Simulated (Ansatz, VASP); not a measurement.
One calculation of SnTe3, two programs

```
Sn Te
1.0
     0.00000    3.86122    3.86122
     3.86122    0.00000    3.86122
     3.86122    3.86122    0.00000
Sn Te
1 3
Direct
  0.00000 0.00000 0.00000
  0.25000 0.25000 0.25000
  0.75000 0.75000 0.75000
  0.50000 0.50000 0.50000
```

Alike in both runs: task single point; functional PBE; k mesh 1 × 1 × 1; occupations gaussian, width 0.1 eV; no spin polarisation.

```csv
,VASP,Ansatz
version,VASP 6.6.1,Ansatz 0.2.0
potentials or method,"VASP PAW PBE potentials, release 64 (Sn_d, Te)","scalar-relativistic, plane waves, PAW"
plane-wave cutoff (eV),520,420
valence electrons in the cell,32,62
```

```csv
,VASP,Ansatz,Ansatz less VASP
pressure (GPa),-2.8,-2.7,+0.06
```

With one functional, cell and mesh, what is left measures potentials, basis and numerics. The two sets of potentials don't hold the same shells in valence.

Caveats: the k mesh is coarse (spacing up to 1.41 Å⁻¹), so the values aren't converged. Spin-orbit coupling is left out, which matters for the levels of Te.
